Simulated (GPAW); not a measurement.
Wanted: an ASE script for a GPAW 26.7.0 run.

| Quantity | Value |
| --- | --- |
| Task | band structure |
| Functional | PBEsol |
| Potentials or basis | PAW data sets generated in the run's folder for this functional |
| Cutoff | 600 eV |
| Basis | pw |
| k mesh | 4 × 4 × 4 |
| Occupations | fermi-dirac, width 0.05 eV |
| Spin | no spin polarisation |
| Ranks | 4 |
| Maxiter | 150 |
| Band path | GXMGRX,MR |
| Band points | 80 |

Crystal: W.

```
CELL_PARAMETERS angstrom
5.08300 0.00000 0.00000
0.00000 5.08300 0.00000
0.00000 0.00000 5.08300
ATOMIC_POSITIONS crystal
W 0.50000 0.25000 0.00000
W 0.50000 0.75000 0.00000
W 0.75000 0.00000 0.50000
W 0.25000 0.00000 0.50000
W 0.00000 0.50000 0.75000
W 0.00000 0.50000 0.25000
W 0.50000 0.50000 0.50000
W 0.00000 0.00000 0.00000
```

This isn't the form of W at room conditions, which is bcc.

One way to write it, as run:

run.py

```python
from ase import Atoms
from ase.dft.bandgap import bandgap
from ase.io import write
from ase.units import GPa
from ase.parallel import parprint
from gpaw import GPAW, PW, setup_paths

setup_paths.insert(0, '.')

atoms = Atoms(['W', 'W', 'W', 'W', 'W', 'W', 'W', 'W'],
              cell=[[5.083, 0.0, 0.0],
                    [0.0, 5.083, 0.0],
                    [0.0, 0.0, 5.083]],
              scaled_positions=[[0.5, 0.25, 0.0],
                                [0.5, 0.75, 0.0],
                                [0.75, 0.0, 0.5],
                                [0.25, 0.0, 0.5],
                                [0.0, 0.5, 0.75],
                                [0.0, 0.5, 0.25],
                                [0.5, 0.5, 0.5],
                                [0.0, 0.0, 0.0]],
              pbc=True)

calc = GPAW(mode=PW(600),
            xc='PBEsol',
            kpts={'size': (4, 4, 4), 'gamma': True},
            occupations={'name': 'fermi-dirac', 'width': 0.05},
            nbands=94,
            convergence={'density': 1e-05, 'energy': 1e-05},
            maxiter=150,
            txt='gpaw.txt')
atoms.calc = calc
energy = atoms.get_potential_energy()
forces = atoms.get_forces()
stress = atoms.get_stress()
calc.write('gs.gpw')
write('result.traj', atoms)
parprint(f'Energy: {energy:.6f} eV')
parprint('Forces (eV/A):')
parprint(forces.round(4))
parprint('Stress (GPa):', (stress / GPa).round(3))
parprint('Fermi level:', round(calc.get_fermi_level(), 4), 'eV')
parprint(f'Gap: {bandgap(calc)[0]:.4f} eV, direct: {bandgap(calc, direct=True)[0]:.4f} eV')

path = atoms.cell.bandpath('GXMGRX,MR', npoints=80, eps=1e-4)
bs_calc = calc.fixed_density(kpts=path, symmetry='off', nbands=129,
                             convergence={'bands': 'CBM+6.0', 'eigenstates': 1e-6}, txt='bands.txt')
bs = bs_calc.band_structure()
bs.write('bs.json')
parprint(f'Gap on the path: {bandgap(bs_calc)[0]:.4f} eV')
```

Potentials or basis: PAW data sets generated in the run's folder for this functional, pw.

Launch:

```sh
$ gpaw-setup -f PBEsol W
$ OMP_NUM_THREADS=1 mpirun -n 4 gpaw python run.py
```

Results of the run:

The pressure is -9.6 GPa and the band gap along the path is none (metal or under the smearing width).

Caveat: spin-orbit coupling is left out, which moves the levels of the heavy elements.

Wall time 4.3 min on 4 MPI ranks on Intel(R) Xeon(R) Processor @ 2.50GHz (Skylake/Cascade Lake), with other jobs on the host, peak memory 0.54 GiB a rank.
